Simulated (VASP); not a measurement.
# BaS (Fm-3m) in VASP: further runs

Aim: see how the results for BaS move with the level of theory and the settings. Levels: PBE, r2SCAN, LDA. Tasks: single point.

All numbers are computed with VASP 6.6.1; they aren't measurements. Logs are shortened: lines on timing, memory, paths and dates and some standing lists are left out, and cuts for length are marked.

**Experimental background.**

A printed reference work, monograph, original work of 1988 reports, for a bulk crystal of BaS at 2 K: band gap 3.806 eV (indirect).

The results are compared with them further down.

**1. The cell of the first run**

It takes space group Fm-3m (No. 225, cubic). The conventional cell has a = 6.429 Å, b = 6.429 Å, c = 6.429 Å, α = 90.00°, β = 90.00°, γ = 90.00°. Within 4.2 Å of Ba (site symmetry m-3m) lie 6 S at 3.21 Å. S (site symmetry m-3m) has 6 Ba at 3.21 Å within 4.2 Å.

**2. Single point, PBE**

File INCAR:

```
  ALGO = Normal
  EDIFF = 1E-6
  ENCUT = 520
  GGA = PE
  ISIF = 2
  ISMEAR = -1
  LASPH = True
  LCHARG = False
  LREAL = False
  LWAVE = False
  NBANDS = 15
  NELM = 100
  PREC = Accurate
  SIGMA = 0.02
```

File KPOINTS:

```
k-points
0
Gamma
  6 6 6
```

File POSCAR:

```
BaS
1.0
    0.0000000000      3.2144262625      3.2144262625
    3.2144262625      0.0000000000      3.2144262625
    3.2144262625      3.2144262625      0.0000000000
Ba S
1 1
Direct
    0.0000000000      0.0000000000      0.0000000000
    0.5000000000      0.5000000000      0.5000000000
```

Potentials or basis: VASP PAW PBE potentials, release 64 (Ba_sv, S).

Command:

```sh
cat potpaw_PBE.64/Ba_sv/POTCAR potpaw_PBE.64/S/POTCAR > POTCAR
mpirun -np 1 vasp_std > vasp.out
```

OUTCAR:

```text
EDIFF = 1E-6
   ENCUT = 520
   GGA = PE
   ISIF = 2
   ISMEAR = -1
   LASPH = True
   LREAL = False
   NELM = 100
   PREC = Accurate

 ion  position               nearest neighbor table
   1  0.000  0.000  0.000-   2 3.21   2 3.21   2 3.21   2 3.21   2 3.21   2 3.21
   2  0.500  0.500  0.500-   1 3.21   1 3.21   1 3.21   1 3.21   1 3.21   1 3.21

  LATTYP: Found a face centered cubic cell.
 ALAT       =     6.4288525250

  Lattice vectors:

 A1 = (   0.0000000000,   3.2144262625,   3.2144262625)
 A2 = (   3.2144262625,   0.0000000000,   3.2144262625)
 A3 = (   3.2144262625,   3.2144262625,   0.0000000000)

Analysis of symmetry for initial positions (statically):
=====================================================================
 Subroutine PRICEL returns:
 Original cell was already a primitive cell.

 Routine SETGRP: Setting up the symmetry group for a
 face centered cubic supercell.

 Subroutine GETGRP returns: Found 48 space group operations
 (whereof 48 operations were pure point group operations)
 out of a pool of 48 trial point group operations.

The static configuration has the point symmetry O_h .

Analysis of symmetry for dynamics (positions and initial velocities):
=====================================================================
 Subroutine PRICEL returns:
 Original cell was already a primitive cell.

 Routine SETGRP: Setting up the symmetry group for a
 face centered cubic supercell.

 Subroutine GETGRP returns: Found 48 space group operations
 (whereof 48 operations were pure point group operations)
 out of a pool of 48 trial point group operations.

The dynamic configuration has the point symmetry O_h .

 Subroutine INISYM returns: Found 48 space group operations
 (whereof 48 operations are pure point group operations),
 and found     1 'primitive' translations

----------------------------------------------------------------------------------------

                                     Primitive cell

  volume of cell :      66.4264

  direct lattice vectors                    reciprocal lattice vectors
     0.000000000  3.214426262  3.214426262    -0.155548754  0.155548754  0.155548754
     3.214426262  0.000000000  3.214426262     0.155548754 -0.155548754  0.155548754
     3.214426262  3.214426262  0.000000000     0.155548754  0.155548754 -0.155548754

  length of vectors
     4.545885216  4.545885216  4.545885216     0.269418345  0.269418345  0.269418345

  position of ions in fractional coordinates (direct lattice)
     0.000000000  0.000000000  0.000000000
     0.500000000  0.500000000  0.500000000

  ion indices of the primitive-cell ions
   primitive index   ion index
                 1           1
                 2           2

----------------------------------------------------------------------------------------

 KPOINTS: k-points

Automatic generation of k-mesh.
 Grid dimensions read from file:
 generate k-points for:    6    6    6

 Generating k-lattice:

  Cartesian coordinates                     Fractional coordinates (reciprocal lattice)
    -0.025924792  0.025924792  0.025924792     0.166666667  0.000000000  0.000000000
     0.025924792 -0.025924792  0.025924792     0.000000000  0.166666667  0.000000000
     0.025924792  0.025924792 -0.025924792     0.000000000  0.000000000  0.166666667

  Length of vectors
     0.044903058  0.044903058  0.044903058

  Shift w.r.t. Gamma in fractional coordinates (k-lattice)
     0.000000000  0.000000000  0.000000000

 Subroutine IBZKPT returns following result:
 ===========================================

 Found     16 irreducible k-points:

 Following reciprocal coordinates:
            Coordinates               Weight
  0.000000  0.000000  0.000000      1.000000
  0.166667  0.000000  0.000000      8.000000
  0.333333  0.000000  0.000000      8.000000
  0.500000  0.000000  0.000000      4.000000
  0.166667  0.166667  0.000000      6.000000
  0.333333  0.166667  0.000000     24.000000
[... 8 lines left out ...]
 -0.333333  0.333333  0.166667     24.000000
 -0.333333  0.500000  0.166667     12.000000
   k-points           NKPTS =     16   k-points in BZ     NKDIM =     16   number of bands    NBANDS=     15
   number of dos      NEDOS =    301   number of ions     NIONS =      2
   total plane-waves  NPLWV =  46656
   dimension x,y,z NGX =    36 NGY =   36 NGZ =   36
   dimension x,y,z NGXF=    72 NGYF=   72 NGZF=   72
   ions per type =               1   1
   NGX,Y,Z   is equivalent  to a cutoff of  13.17, 13.17, 13.17 a.u.
   NGXF,Y,Z  is equivalent  to a cutoff of  26.33, 26.33, 26.33 a.u.
 SYSTEM =  unknown system
   PREC   = accura    normal or accurate (medium, high low for compatibility)
   ISTART =      0    job   : 0-new  1-cont  2-samecut
   ICHARG =      2    charge: 1-file 2-atom 10-const
   ISPIN  =      1    spin polarized calculation?
   LNONCOLLINEAR =      F non collinear calculations
   LSORBIT =      F    spin-orbit coupling
[... 30 lines left out ...]
   AEXX    =    0.0000 exact exchange contribution
   IVDW    =     0    specifies the selected vdW correction
   LEPSILON=     F    determine dielectric tensor
   LRPA    =     F    only Hartree local field effects (RPA)
 non-spin polarized calculation
  energy-cutoff  :      520.00
  volume of cell :       66.43
 maximum number of plane-waves:      1820
 NGX is ok and might be reduce to    36
   NGX = 17   NGY = 17   NGZ = 17

 number of electron      16.0000002 magnetization

 Free energy of the ion-electron system (eV)
  ---------------------------------------------------
  ext. energy  EPLUGINS =         0.00000000
  ---------------------------------------------------
  free energy    TOTEN  =       -10.19252919 eV

  energy without entropy =      -10.19252919  energy(sigma->0) =      -10.19252919

 E-fermi :   1.7620     XC(G=0):  -8.5456

 val. band max:        1.3547664627   @ k =   0.0000   0.0000   0.0000
 cond. band min:       3.4934100910   @ k =   0.5000   0.5000   0.0000
 fundamental gap:      2.1386436284
 Fermi energy:         1.7619741971

 k-point     1 :       0.0000    0.0000    0.0000
  band No.  band energies     occupation
      1     -24.7821      2.00000
      2      -9.8397      2.00000
      3      -9.8397      2.00000
      4      -9.8397      2.00000
      5      -8.9760      2.00000
      6       1.3548      2.00000
      7       1.3548      2.00000
      8       1.3548      2.00000
      9       4.8603      0.00000
     10       5.2199      0.00000
     11       5.2199      0.00000
     12       5.2199      0.00000
     13       6.1254      0.00000
     14       6.1254      0.00000
     15      10.0556      0.00000

 k-point     2 :       0.1667    0.0000    0.0000
  band No.  band energies     occupation
      1     -24.7720      2.00000
      2     -10.2448      2.00000
      3      -9.8490      2.00000
      4      -9.8490      2.00000
      5      -8.5476      2.00000
      6       0.7157      2.00000
      7       1.0245      2.00000
      8       1.0245      2.00000
      9       5.2506      0.00000
     10       5.6191      0.00000
     11       5.6191      0.00000
     12       5.8290      0.00000
     13       6.8795      0.00000
     14       6.8795      0.00000
     15      11.0851      0.00000

 k-point     3 :       0.3333    0.0000    0.0000
  band No.  band energies     occupation
      1     -24.7518      2.00000
      2     -10.7146      2.00000
      3      -9.8672      2.00000
      4      -9.8672      2.00000
      5      -8.0272      2.00000
      6      -0.1786      2.00000
      7       0.5146      2.00000
      8       0.5146      2.00000
      9       5.7940      0.00000
     10       6.6784      0.00000
     11       6.6784      0.00000
     12       7.2679      0.00000
     13       8.5824      0.00000
     14       8.5824      0.00000
     15      11.5978      0.00000
[... 199 lines left out ...]
 k-point    15 :      -0.3333    0.3333    0.1667
  band No.  band energies     occupation
      1     -24.7323      2.00000
      2     -10.5585      2.00000
      3     -10.0891      2.00000
      4      -9.9984      2.00000
      5      -8.2478      2.00000
      6       0.0979      2.00000
      7       0.6607      2.00000
      8       0.7186      2.00000
      9       5.7890      0.00000
     10       5.8907      0.00000
     11       7.8778      0.00000
     12       8.2595      0.00000
     13       8.6244      0.00000
     14      10.5861      0.00000
     15      10.6791      0.00000

 k-point    16 :      -0.3333    0.5000    0.1667
  band No.  band energies     occupation
      1     -24.7293      2.00000
      2     -10.2608      2.00000
      3     -10.2237      2.00000
      4     -10.0876      2.00000
      5      -8.5022      2.00000
      6       0.4771      2.00000
      7       0.8100      2.00000
      8       0.9634      2.00000
      9       4.5619      0.00000
     10       6.8404      0.00000
     11       7.4478      0.00000
     12       8.2278      0.00000
     13       8.7613      0.00000
     14       9.5429      0.00000
     15      11.0430      0.00000

------------------------ aborting loop because EDIFF is reached ----------------------------------------

  FORCE on cell =-STRESS in cart. coord.  units (eV):
  Direction    XX          YY          ZZ          XY          YZ          ZX
  --------------------------------------------------------------------------------------
  -------------------------------------------------------------------------------------
  Total        0.2251379      0.2251379      0.2251379      0.0000000      0.0000000      0.0000000
  in kB        5.4302373      5.4302373      5.4302373      0.0000000      0.0000000      0.0000000
  external PRESSURE =       5.4302373 kB  Pullay stress =       0.0000000 kB

 VOLUME and BASIS-vectors are now :
 -----------------------------------------------------------------------------
  energy-cutoff  :      520.00
  volume of cell :       66.43
      direct lattice vectors                 reciprocal lattice vectors
     0.000000000  3.214426262  3.214426262    -0.155548754  0.155548754  0.155548754
     3.214426262  0.000000000  3.214426262     0.155548754 -0.155548754  0.155548754
     3.214426262  3.214426262  0.000000000     0.155548754  0.155548754 -0.155548754

 POSITION                                       TOTAL-FORCE (eV/Angst)
 -----------------------------------------------------------------------------------
      0.00000      0.00000      0.00000         0.000000     -0.000000     -0.000000
      3.21443      3.21443      3.21443        -0.000000      0.000000      0.000000
 -----------------------------------------------------------------------------------
    total drift:                                0.000000      0.000000      0.000000

  FREE ENERGIE OF THE ION-ELECTRON SYSTEM (eV)
  ---------------------------------------------------
  free  energy   TOTEN  =       -10.1925291949 eV

  energy  without entropy=      -10.1925291949  energy(sigma->0) =      -10.19252919
```

Wall time 26 s (1 thread of Intel Xeon 8259CL, shared host); peak memory 0.21 GiB.

What came out:

| Item | Value |
| --- | --- |
| Free energy | -10.1925 eV |
| Pressure | 0.5 GPa |
| Band gap on the k mesh | 2.14 eV (least direct gap 2.29 eV) |

Caveat: spin-orbit coupling is left out, which moves the levels of the heavy elements.

**3. Single point, r2SCAN**

This run uses another cell than the first one, of 33.14 Å³/atom.

File POSCAR:

```
BaS
1.0
    0.0000000000      3.2119099333      3.2119099333
    3.2119099333      0.0000000000      3.2119099333
    3.2119099333      3.2119099333      0.0000000000
Ba S
1 1
Direct
    0.0000000000      0.0000000000      0.0000000000
    0.5000000000      0.5000000000      0.5000000000
```

File INCAR.step1:

```
PREC = Accurate
ENCUT = 520
ISMEAR = -1
SIGMA = 0.02
LREAL = False
LASPH = True
NELM = 60
NBANDS = 15
GGA = PE
ALGO = Normal
EDIFF = 1E-4
LWAVE = True
LCHARG = False
```

File INCAR.step2:

```
PREC = Accurate
ENCUT = 520
EDIFF = 1E-7
ISMEAR = -1
SIGMA = 0.02
LREAL = False
LASPH = True
NELM = 60
ALGO = Normal
ISIF = 2
LWAVE = False
LCHARG = True
METAGGA = R2SCAN
LMIXTAU = True
LELF = True
LVHAR = True
NBANDS = 15
ISTART = 1
```

File KPOINTS:

```
regular mesh
0
Gamma
  6 6 6
```

Potentials or basis: VASP PAW PBE potentials, release 64 (Ba_sv, S).

Command:

```sh
cat potpaw_PBE.64/Ba_sv/POTCAR potpaw_PBE.64/S/POTCAR > POTCAR
cp INCAR.step1 INCAR
mpirun -np 1 vasp_std > vasp.out
cp INCAR.step2 INCAR
mpirun -np 1 vasp_std > vasp.out
```

Wall time 1.9 min (1 thread of Intel Xeon 8259CL, shared host); peak memory 0.22 GiB.

It converged, with:

| Property | Result |
| --- | --- |
| Free energy | -39.2053 eV |
| Pressure | 0.6 GPa |
| Band gap on the k mesh | 2.49 eV (least direct gap 2.63 eV) |

Levels at points of the mesh, in eV from the valence-band top:
```csv
k point,band 6,band 7,band 8,band 9,band 10,band 11
"(0.00, 0.00, 0.00)",0.00,0.00,0.00,4.13,4.30,4.30
"(0.50, 0.00, 0.00)",-1.88,-1.05,-1.05,5.98,6.08,6.79
"(0.50, 0.50, 0.00)",-0.54,-0.14,-0.14,2.49,6.48,6.62
```

Caveat: the PAW data sets were made with another functional, which shifts forces and pressure a little; spin-orbit coupling is left out, which moves the levels of the heavy elements.

**4. Single point, PBE**

This run uses another cell than the first one, of 33.14 Å³/atom.

File INCAR:

```
SYSTEM = BaS
  PREC = Accurate
  ENCUT = 520
  EDIFF = 1E-6
  ISMEAR = -1
  SIGMA = 0.02
  LREAL = .FALSE.
  LASPH = .TRUE.
  NELM = 80
  ALGO = Normal
  ISIF = 2
  LWAVE = .FALSE.
  LCHARG = .FALSE.
  GGA = PE
  NBANDS = 15
```

File KPOINTS:

```
regular mesh
0
G
  8 8 8
  0 0 0
```

POSCAR is that of step 3.

Command:

```sh
cat potpaw_PBE.64/Ba_sv/POTCAR potpaw_PBE.64/S/POTCAR > POTCAR
mpirun -np 1 vasp_std > vasp.out
```

Run time: 36 s. Hardware: 1 thread of Intel Xeon 8259CL, shared host; peak memory 0.21 GiB.

Results (log left out):

```yaml
Free_energy: -10.1921 eV
Pressure: 0.6 GPa
Band_gap_on_the_k_mesh: 2.14 eV (least direct gap 2.28 eV)
```

Levels at points of the mesh, in eV from the valence-band top:
| k point | band 5 | band 6 | band 7 | band 8 | band 9 | band 10 | band 11 | band 12 |
| --- | --- | --- | --- | --- | --- | --- | --- | --- |
| (0.00, 0.00, 0.00) | -10.33 | 0.00 | 0.00 | 0.00 | 3.52 | 3.87 | 3.87 | 3.87 |
| (0.50, 0.00, 0.00) | -9.17 | -1.90 | -1.05 | -1.05 | 5.48 | 5.64 | 6.24 | 6.24 |
| (0.50, 0.50, 0.00) | -10.24 | -0.54 | -0.15 | -0.15 | 2.14 | 5.89 | 5.92 | 7.40 |

Caveat: spin-orbit coupling is left out, which moves the levels of the heavy elements.

**5. Single point, LDA**

This run uses another cell than the first one, of 33.14 Å³/atom.

File INCAR:

```
SYSTEM = BaS
ALGO = Normal ; EDIFF = 1E-6
ENCUT = 520 ; ISIF = 2
ISMEAR = 0 ; LASPH = .TRUE.
LCHARG = .FALSE. ; LREAL = .FALSE.
LWAVE = .FALSE. ; NBANDS = 15
NELM = 60 ; PREC = Accurate
SIGMA = 0.01
```

File KPOINTS:

```
k-points
0
G
  8 8 8
  0 0 0
```

POSCAR is that of step 4.

Potentials or basis: VASP PAW LDA potentials, release 64 (Ba_sv, S).

Command:

```sh
cat potpaw_LDA.64/Ba_sv/POTCAR potpaw_LDA.64/S/POTCAR > POTCAR
mpirun -np 1 vasp_std > vasp.out
```

It took 45 s on 1 thread of Intel Xeon 8259CL, shared host; peak memory 0.18 GiB.

The run converged. Its results:

```
Free energy            : -11.1448 eV
Pressure               : -2.5 GPa
Band gap on the k mesh : 1.93 eV (least direct gap 2.08 eV)
```

Levels at points of the mesh, in eV from the valence-band top:
| k point | band 4 | band 5 | band 6 | band 7 | band 8 | band 9 | band 10 | band 11 | band 12 | band 13 |
| --- | --- | --- | --- | --- | --- | --- | --- | --- | --- | --- |
| (0.00, 0.00, 0.00) | -11.13 | -10.29 | 0.00 | 0.00 | 0.00 | 3.23 | 3.70 | 3.70 | 3.70 | 4.67 |
| (0.50, 0.00, 0.00) | -11.17 | -9.10 | -1.98 | -1.08 | -1.08 | 5.33 | 5.42 | 6.11 | 6.11 | 8.75 |
| (0.50, 0.50, 0.00) | -11.32 | -10.19 | -0.56 | -0.15 | -0.15 | 1.93 | 5.73 | 5.82 | 7.31 | 7.31 |

Caveat: spin-orbit coupling is left out, which moves the levels of the heavy elements. A k mesh can miss the band edges.

**6. Single point, r2SCAN**

This run uses another cell than the first one, of 33.14 Å³/atom.

POSCAR is that of step 5.

File INCAR.step1:

```
PREC = Accurate
ENCUT = 520
ISMEAR = 0
SIGMA = 0.01
LREAL = False
LASPH = True
NELM = 80
NBANDS = 15
GGA = PE
ALGO = Normal
EDIFF = 1E-4
LWAVE = True
LCHARG = False
```

File INCAR.step2:

```
PREC = Accurate
ENCUT = 520
EDIFF = 1E-6
ISMEAR = 0
SIGMA = 0.01
LREAL = False
LASPH = True
NELM = 80
ALGO = Normal
ISIF = 2
LWAVE = False
LCHARG = False
METAGGA = R2SCAN
LMIXTAU = True
NBANDS = 15
ISTART = 1
```

File KPOINTS:

```
Automatic mesh
0
Gamma
  8 8 8
```

Potentials or basis: VASP PAW PBE potentials, release 64 (Ba_sv, S).

Command:

```sh
cat potpaw_PBE.64/Ba_sv/POTCAR potpaw_PBE.64/S/POTCAR > POTCAR
cp INCAR.step1 INCAR
mpirun -np 1 vasp_std > vasp.out
cp INCAR.step2 INCAR
mpirun -np 1 vasp_std > vasp.out
```

Run time: 2.2 min. Hardware: 1 thread of Intel Xeon 8259CL, shared host; peak memory 0.23 GiB.

Results (log left out):

```
Free energy            : -39.2054 eV
Pressure               : 0.6 GPa
Band gap on the k mesh : 2.49 eV (least direct gap 2.64 eV)
```

Levels at points of the mesh, in eV from the valence-band top:
```tsv
k point	band 6	band 7	band 8	band 9	band 10	band 11
(0.00, 0.00, 0.00)	0.00	0.00	0.00	4.13	4.30	4.30
(0.50, 0.00, 0.00)	-1.88	-1.05	-1.05	5.98	6.08	6.79
(0.50, 0.50, 0.00)	-0.54	-0.14	-0.14	2.49	6.48	6.62
```

Caveat: the PAW data sets were made with another functional, which shifts forces and pressure a little; spin-orbit coupling is left out, which moves the levels of the heavy elements.

**7. The runs side by side**

```tsv
level	potentials or basis	cell	k mesh	smearing	gap on the mesh (eV)	pressure (GPa)
PBE	VASP PAW PBE potentials, release 64 (Ba_sv, S)	a = 4.546 Å, angles 60.0°, 2 atoms	6 × 6 × 6	fermi-dirac 0.02 eV	2.14	0.5
r2SCAN	VASP PAW PBE potentials, release 64 (Ba_sv, S)	a = 4.542 Å, angles 60.0°, 2 atoms	6 × 6 × 6	fermi-dirac 0.02 eV	2.49	0.6
PBE	VASP PAW PBE potentials, release 64 (Ba_sv, S)	a = 4.542 Å, angles 60.0°, 2 atoms	8 × 8 × 8	fermi-dirac 0.02 eV	2.14	0.6
LDA	VASP PAW LDA potentials, release 64 (Ba_sv, S)	a = 4.542 Å, angles 60.0°, 2 atoms	8 × 8 × 8	gaussian 0.01 eV	1.93	-2.5
r2SCAN	VASP PAW PBE potentials, release 64 (Ba_sv, S)	a = 4.542 Å, angles 60.0°, 2 atoms	8 × 8 × 8	gaussian 0.01 eV	2.49	0.6
```

Alike in all rows: task single point; no spin polarisation; cutoff (eV) 520.

Caveats: spin-orbit coupling is left out, which moves the levels of the heavy elements; the PAW data sets were made with another functional, which shifts forces and pressure a little (at least some runs).

Absolute energies hang on the potentials; compare differences alone.

**8. Against experiment**

Step 2. A measured gap of BaS is 3.806 eV (indirect; 2 K; a printed reference work, monograph, original work of 1988); the calculated 2.14 eV misses it by -1.67 eV. Spin-orbit coupling on Ba is left out. The value is that of PBE on a finite k mesh, which can miss the band edges, without temperature or zero-point motion. Semilocal functionals fall short of measured gaps as a rule.

Step 3. A measured gap of BaS is 3.806 eV (indirect; 2 K; a printed reference work, monograph, original work of 1988); the calculated 2.49 eV misses it by -1.31 eV. Spin-orbit coupling on Ba is left out. The value is that of r2SCAN on a finite k mesh, which can miss the band edges, without temperature or zero-point motion.

Step 4. Against the measured gap of BaS, 3.806 eV (indirect; 2 K; a printed reference work, monograph, original work of 1988), the calculated 2.14 eV is off by -1.67 eV. Spin-orbit coupling on Ba is left out. The value is that of PBE on a finite k mesh, which can miss the band edges, without temperature or zero-point motion. Semilocal functionals fall short of measured gaps as a rule.

Step 6. Against the measured gap of BaS, 3.806 eV (indirect; 2 K; a printed reference work, monograph, original work of 1988), the calculated 2.49 eV is off by -1.31 eV. Spin-orbit coupling on Ba is left out. The value is that of r2SCAN on a finite k mesh, which can miss the band edges, without temperature or zero-point motion.
